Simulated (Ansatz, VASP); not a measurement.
One calculation of Ag, two programs

```xyz
1
Lattice="-1.6881 1.6881 1.6881 1.6881 -1.6881 1.6881 1.6881 1.6881 -1.6881" Properties=species:S:1:pos:R:3 pbc="T T T"
Ag    0.0000    0.0000    0.0000
```

This isn't the form of Ag at room conditions, which is fcc.

Alike in both runs: task single point; functional LDA; k mesh 11 × 11 × 11; occupations fermi-dirac, width 0.05 eV; no spin polarisation.

```csv
,VASP,Ansatz
version,VASP 6.6.1,Ansatz 0.2.0
potentials or method,"VASP PAW LDA potentials, release 64 (Ag)",Ansatz PAW
plane-wave cutoff (eV),520,420
valence electrons in the cell,11,19
```

```csv
,VASP,Ansatz,Ansatz less VASP
gap on the k mesh at the Fermi level (eV),none,none,-
pressure (GPa),-14.4,-14.6,-0.15
```

A gap of «none» marks a metal or a gap that the smearing closes. The two sets of potentials don't hold the same shells in valence.

Caveats: the PAW data sets come from PBE, with cores solved anew for the run's functional, which leaves a small shift of forces and pressure (Ansatz).
